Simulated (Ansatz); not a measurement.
# InP: single point with HSE06

**Measured values to compare with.**

From a printed reference work, data compilation, for a bulk crystal of InP at 1.6 K: band gap 1.4236 eV (direct).

InP:

```
In P
1.0
     0.00000    2.93050    2.93050
     2.93050    0.00000    2.93050
     2.93050    2.93050    0.00000
In P
1 1
Direct
  0.00000 0.00000 0.00000
  0.75000 0.75000 0.75000
```

```yaml
Program: Ansatz 0.2.0
Task: single point
Functional: HSE06
Potentials_or_basis: all-electron PAW datasets made for the crystal
Cutoff: 270 eV (chosen from the basis error)
k_mesh: 6 × 6 × 6
Occupations: fermi-dirac, width 0.05 eV
Spin: no spin polarisation
```

```json
{
  "Pressure": "1.5 GPa",
  "Band gap on the k mesh": "1.50 eV, direct"
}
```

Levels at points of the mesh, in eV from the valence-band top:
```
             k point  band 6  band 7  band 8  band 9  band 10
  (0.00, 0.00, 0.00)  -12.74    0.00    0.00    0.00     1.50
 (0.00, 0.00, -0.50)  -10.86   -6.24   -1.06   -1.06     2.26
(0.00, -0.50, -0.50)  -10.15   -6.24   -2.54   -2.54     2.37
```

Run time: 2.2 min on 1 thread of Intel(R) Xeon(R) Platinum 8259CL CPU @ 2.50GHz (Skylake/Cascade Lake) (shared host), peak memory 0.85 GiB.

Measured gap of InP: 1.4236 eV (direct; 1.6 K; a printed reference work, data compilation). This calculation gives 1.50 eV (+0.08 eV). Spin-orbit coupling on In is left out. The value is that of HSE06, without temperature or zero-point motion.

Caveat: spin-orbit coupling is left out, which moves the levels of the heavy elements.
